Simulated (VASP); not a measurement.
# P in VASP: further runs

The runs below take P through work function, with PBEsol, HSE06.

All numbers are computed with VASP 6.6.1; they aren't measurements. Logs are shortened: lines on timing, memory, paths and dates and some standing lists are left out, and cuts for length are marked.

### Step 1. The structure

The cell holds a sheet with vacuum, 4 atoms: a = 3.283 Å, b = 4.302 Å, c = 18.100 Å, α = 90.00°, β = 90.00°, γ = 90.00°.

The cell was built by a generator and needn't be a form met in nature.

### Step 2. Work function, PBEsol

INCAR reads:

```
  PREC = Accurate
  ENCUT = 520
  EDIFF = 1E-6
  ISMEAR = 0
  SIGMA = 0.03
  LREAL = False
  LASPH = True
  NELM = 100
  ALGO = Normal
  ISIF = 2
  LWAVE = False
  LCHARG = True
  LDIPOL = True
  IDIPOL = 3
  DIPOL = 0.5 0.5 0.500
  GGA = PS
  LVHAR = True
  LVACPOTAV = True
  KPAR = 4
```

KPOINTS reads:

```
Automatic mesh
0
Gamma
  10 8 1
```

POSCAR reads:

```
P                                       
1.0
    3.2827992506      0.0000000000      0.0000000000
    0.0000000000      4.3020837436      0.0000000000
    0.0000000000      0.0000000000     18.1000000000
  P             
     4
Direct
     0.0000000000000000    0.0779496792134227    0.4412843056180027
     0.5000000000000000    0.4220503207865772    0.4412843056180027
     0.5000000000000000    0.5779496792134228    0.5587156943819971
     0.0000000000000000    0.9220503207865772    0.5587156943819971
```

Potentials or basis: VASP PAW PBE potentials, release 64 (P).

Run with:

```bash
$ cat potpaw_PBE.64/P/POTCAR > POTCAR
$ mpirun -np 4 vasp_std > vasp.out
```

OUTCAR:

```text
PREC = Accurate
   ENCUT = 520
   EDIFF = 1E-6
   ISMEAR = 0
   LREAL = False
   LASPH = True
   NELM = 100
   ISIF = 2
   GGA = PS

 ion  position               nearest neighbor table
   1  0.000  0.078  0.441-   2 2.21   2 2.21   4 2.23
   2  0.500  0.422  0.441-   1 2.21   1 2.21   3 2.23
   3  0.500  0.578  0.559-   4 2.21   4 2.21   2 2.23
   4  0.000  0.922  0.559-   3 2.21   3 2.21   1 2.23

  LATTYP: Found a simple orthorhombic cell.
 ALAT       =     3.2827992506
 B/A-ratio  =     1.3104924838
 C/A-ratio  =     5.5135872218

  Lattice vectors:

 A1 = (   3.2827992506,   0.0000000000,   0.0000000000)
 A2 = (   0.0000000000,   4.3020837436,   0.0000000000)
 A3 = (   0.0000000000,   0.0000000000,  18.1000000000)

Analysis of symmetry for initial positions (statically):
=====================================================================
 Subroutine PRICEL returns:
 Original cell was already a primitive cell.

 Routine SETGRP: Setting up the symmetry group for a
 simple orthorhombic supercell.

 Subroutine GETGRP returns: Found  8 space group operations
 (whereof  4 operations were pure point group operations)
 out of a pool of  8 trial point group operations.

The static configuration has the point symmetry C_2h.
 The point group associated with its full space group is D_2h.

Analysis of symmetry for dynamics (positions and initial velocities):
=====================================================================
 Subroutine PRICEL returns:
 Original cell was already a primitive cell.

 Routine SETGRP: Setting up the symmetry group for a
 simple orthorhombic supercell.

 Subroutine GETGRP returns: Found  8 space group operations
 (whereof  4 operations were pure point group operations)
 out of a pool of  8 trial point group operations.

The dynamic configuration has the point symmetry C_2h.
 The point group associated with its full space group is D_2h.

 Subroutine INISYM returns: Found  8 space group operations
 (whereof  4 operations are pure point group operations),
 and found     1 'primitive' translations

----------------------------------------------------------------------------------------

                                     Primitive cell

  volume of cell :     255.6241

  direct lattice vectors                    reciprocal lattice vectors
     3.282799251  0.000000000  0.000000000     0.304618079  0.000000000  0.000000000
     0.000000000  4.302083744  0.000000000     0.000000000  0.232445498  0.000000000
     0.000000000  0.000000000 18.100000000     0.000000000  0.000000000  0.055248619

  length of vectors
     3.282799251  4.302083744 18.100000000     0.304618079  0.232445498  0.055248619

[... 107 lines left out ...]
  Thomas-Fermi vector in A             =   1.784279
   LORBIT       =      0    0 simple, 1 ext, 2 COOP (PROOUT), +10 PAW based schemes
   GGA     = PS    functional components
   LHFCALC =     F    Hartree Fock is set to
   AEXX    =    0.0000 exact exchange contribution
   IVDW    =     0    specifies the selected vdW correction
   LEPSILON=     F    determine dielectric tensor
   LRPA    =     F    only Hartree local field effects (RPA)
 non-spin polarized calculation
 Gauss-broadening in eV      SIGMA  =   0.03
  energy-cutoff  :      520.00
  volume of cell :      255.62
 maximum number of plane-waves:      6930
   NGX = 13   NGY = 15   NGZ = 67

 dipolmoment           0.000000      0.000000      0.000000 electrons x Angstroem

 number of electron      19.9999994 magnetization

 dipolmoment           0.000000      0.000000     -0.000000 electrons x Angstroem

 Free energy of the ion-electron system (eV)
  ---------------------------------------------------
  ext. energy  EPLUGINS =         0.00000000
  ---------------------------------------------------
  free energy    TOTEN  =       -22.83252040 eV

  energy without entropy =      -22.83252040  energy(sigma->0) =      -22.83252040

 E-fermi :  -1.3773     XC(G=0):  -3.4857

 val. band max:       -1.5673497449   @ k =   0.0000   0.0000   0.0000
 cond. band min:      -1.0134478783   @ k =   0.0000   0.0000   0.0000
 fundamental gap:      0.5539018665
 Fermi energy:        -1.3773284897

 k-point     1 :       0.0000    0.0000    0.0000
  band No.  band energies     occupation
      1     -17.0034      2.00000
      2     -14.2382      2.00000
      3     -10.5044      2.00000
      4      -7.5573      2.00000
      5      -6.5478      2.00000
      6      -5.9502      2.00000
      7      -5.2056      2.00000
      8      -3.6776      2.00000
      9      -3.3883      2.00000
     10      -1.5673      2.00000
     11      -1.0134      0.00000
     12      -0.1644      0.00000
     13       1.1518      0.00000
     14       2.0175      0.00000
[... 377 lines left out ...]
      1     -13.6752      2.00000
      2     -13.6752      2.00000
      3     -11.4082      2.00000
      4     -11.4082      2.00000
      5      -7.0330      2.00000
      6      -7.0330      2.00000
      7      -6.2017      2.00000
      8      -6.2017      2.00000
      9      -3.0965      2.00000
     10      -3.0965      2.00000
     11       0.8622      0.00000
     12       0.8622      0.00000
     13       2.0061      0.00000
     14       2.0061      0.00000

 [... further k-points ...]

------------------------ aborting loop because EDIFF is reached ----------------------------------------

  FORCE on cell =-STRESS in cart. coord.  units (eV):
  Direction    XX          YY          ZZ          XY          YZ          ZX
  --------------------------------------------------------------------------------------
  -------------------------------------------------------------------------------------
  Total        0.7476050      0.7426272      0.1212840      0.0000000      0.0000000      0.0000000
  in kB        4.6857707      4.6545713      0.7601731      0.0000000      0.0000000      0.0000000
  external PRESSURE =       3.3668384 kB  Pullay stress =       0.0000000 kB

 VOLUME and BASIS-vectors are now :
 -----------------------------------------------------------------------------
  energy-cutoff  :      520.00
  volume of cell :      255.62
      direct lattice vectors                 reciprocal lattice vectors
     3.282799251  0.000000000  0.000000000     0.304618079  0.000000000  0.000000000
     0.000000000  4.302083744  0.000000000     0.000000000  0.232445498  0.000000000
     0.000000000  0.000000000 18.100000000     0.000000000  0.000000000  0.055248619

 POSITION                                       TOTAL-FORCE (eV/Angst)
 -----------------------------------------------------------------------------------
      0.00000      0.33535      7.98725        -0.000000     -0.004127     -0.031957
      1.64140      1.81570      7.98725         0.000000      0.004127     -0.031957
      1.64140      2.48639     10.11275         0.000000     -0.004127      0.031957
      0.00000      3.96674     10.11275        -0.000000      0.004127      0.031957
 -----------------------------------------------------------------------------------
    total drift:                                0.000000      0.000000     -0.000000

  FREE ENERGIE OF THE ION-ELECTRON SYSTEM (eV)
  ---------------------------------------------------
  free  energy   TOTEN  =       -22.8325204047 eV

  energy  without entropy=      -22.8325204047  energy(sigma->0) =      -22.83252040

 vacuum level on the upper side and lower side of the slab         3.245         3.245
```

stdout:

```text
POSCAR found type information on POSCAR P
 POSCAR found :  1 types and       4 ions
 scaLAPACK will be used
 -----------------------------------------------------------------------------
[... 23 lines left out ...]
|     Did not find any points to average over, which means that no vacuum     |
|     field-free region was found. Please increase the size of  your cell     |
|     in the dimension of the dipole correction to obtain accurate            |
|     workfunction values.                                                    |
|                                                                             |
 -----------------------------------------------------------------------------
```

It took 30 s on 4 MPI ranks of Intel Xeon Platinum 8488C (Sapphire Rapids), shared host; peak memory 0.33 GiB.

What came out:

| Item | Value |
| --- | --- |
| Free energy | -22.8325 eV |
| Largest force | 0.032 eV/Å |
| Band gap on the k mesh | 0.55 eV, direct |
| Ionisation potential of the upper face | 4.81 eV |

Forces in eV/Å, atoms in the order of the input:
```
P    0.000 -0.004 -0.032
P    0.000  0.004 -0.032
P    0.000 -0.004  0.032
P    0.000  0.004  0.032
```

Caveat: the PAW data sets were made with another functional, which shifts forces and pressure a little. A hybrid or GW would open this gap; PBEsol tends to underestimate it.

### Step 3. Work function, HSE06

POSCAR is that of step 2.

INCAR.step1 reads:

```
  PREC = Accurate
  ENCUT = 520
  EDIFF = 1E-5
  ISMEAR = 0
  SIGMA = 0.03
  LREAL = False
  LASPH = True
  NELM = 100
  ALGO = Normal
  ISIF = 2
  LWAVE = True
  LDIPOL = True
  IDIPOL = 3
  DIPOL = 0.5 0.5 0.500
  GGA = PE
  KPAR = 4
```

INCAR.step2 reads:

```
  PREC = Accurate
  ENCUT = 520
  EDIFF = 1E-6
  ISMEAR = 0
  SIGMA = 0.03
  LREAL = False
  LASPH = True
  NELM = 100
  ALGO = Normal
  ISIF = 2
  LWAVE = False
  LCHARG = True
  LDIPOL = True
  IDIPOL = 3
  DIPOL = 0.5 0.5 0.500
  GGA = PE
  LHFCALC = True
  HFSCREEN = 0.2
  PRECFOCK = Fast
  LVHAR = True
  LVACPOTAV = True
  ISTART = 1
  KPAR = 4
```

KPOINTS reads:

```
Automatic mesh
0
Gamma
  6 4 1
```

Potentials or basis: VASP PAW PBE potentials, release 64 (P).

Run with:

```bash
$ cat potpaw_PBE.64/P/POTCAR > POTCAR
$ cp INCAR.step1 INCAR
$ mpirun -np 4 vasp_std > vasp.out
$ cp INCAR.step2 INCAR
$ mpirun -np 4 vasp_std > vasp.out
```

OUTCAR:

```text
PREC = Accurate
   ENCUT = 520
   EDIFF = 1E-6
   ISMEAR = 0
   LREAL = False
   LASPH = True
   NELM = 100
   ISIF = 2
   GGA = PE
   LHFCALC = True
   HFSCREEN = 0.2
   PRECFOCK = Fast
   ISTART = 1

 ion  position               nearest neighbor table
   1  0.000  0.078  0.441-   2 2.21   2 2.21   4 2.23
   2  0.500  0.422  0.441-   1 2.21   1 2.21   3 2.23
   3  0.500  0.578  0.559-   4 2.21   4 2.21   2 2.23
   4  0.000  0.922  0.559-   3 2.21   3 2.21   1 2.23

  LATTYP: Found a simple orthorhombic cell.
 ALAT       =     3.2827992506
 B/A-ratio  =     1.3104924838
 C/A-ratio  =     5.5135872218
[... 401 lines left out ...]
  -------------------------------------------------------------------------------------
  Total        1.1038448      0.9329798     -0.7317462      0.0000000      0.0000000      0.0000000
  in kB        6.9185779      5.8476459     -4.5863721      0.0000000      0.0000000      0.0000000
  external PRESSURE =       2.7266172 kB  Pullay stress =       0.0000000 kB

 VOLUME and BASIS-vectors are now :
 -----------------------------------------------------------------------------
  energy-cutoff  :      520.00
  volume of cell :      255.62
      direct lattice vectors                 reciprocal lattice vectors
     3.282799251  0.000000000  0.000000000     0.304618079  0.000000000  0.000000000
     0.000000000  4.302083744  0.000000000     0.000000000  0.232445498  0.000000000
     0.000000000  0.000000000 18.100000000     0.000000000  0.000000000  0.055248619

 POSITION                                       TOTAL-FORCE (eV/Angst)
 -----------------------------------------------------------------------------------
      0.00000      0.33535      7.98725         0.000000      0.245368      0.166212
      1.64140      1.81570      7.98725         0.000000     -0.245368      0.166212
      1.64140      2.48639     10.11275        -0.000000      0.245368     -0.166212
      0.00000      3.96674     10.11275         0.000000     -0.245368     -0.166212
 -----------------------------------------------------------------------------------
    total drift:                                0.000000      0.000000     -0.000000

  FREE ENERGIE OF THE ION-ELECTRON SYSTEM (eV)
  ---------------------------------------------------
  free  energy   TOTEN  =       -25.7350486312 eV

  energy  without entropy=      -25.7350486312  energy(sigma->0) =      -25.73504863

 vacuum level on the upper side and lower side of the slab         3.247         3.247
```

OUTCAR.step1:

```text
PREC = Accurate
   ENCUT = 520
   EDIFF = 1E-5
   ISMEAR = 0
   LREAL = False
   LASPH = True
   NELM = 100
   ISIF = 2
   GGA = PE

[... 425 lines left out ...]
      1.64140      2.48639     10.11275         0.000000     -0.020762      0.107695
      0.00000      3.96674     10.11275         0.000000      0.020762      0.107695
 -----------------------------------------------------------------------------------
    total drift:                                0.000000      0.000000     -0.000000

  FREE ENERGIE OF THE ION-ELECTRON SYSTEM (eV)
  ---------------------------------------------------
  free  energy   TOTEN  =       -21.3764352134 eV

  energy  without entropy=      -21.3764352134  energy(sigma->0) =      -21.37643521

 vacuum level on the upper side and lower side of the slab         2.476         2.476
```

It took 1.8 min on 4 MPI ranks of Intel Xeon Platinum 8488C (Sapphire Rapids), shared host; peak memory 0.4 GiB.

Results:

```yaml
Free_energy: -25.7350 eV
Largest_force: 0.296 eV/Å
Band_gap_on_the_k_mesh: 1.27 eV, direct
Ionisation_potential_of_the_upper_face: 5.20 eV
```

Forces on the atoms (eV/Å):
```
P    0.000  0.245  0.166
P    0.000 -0.245  0.166
P    0.000  0.245 -0.166
P    0.000 -0.245 -0.166
```

Caveat: the PAW data sets were made with another functional, which shifts forces and pressure a little.
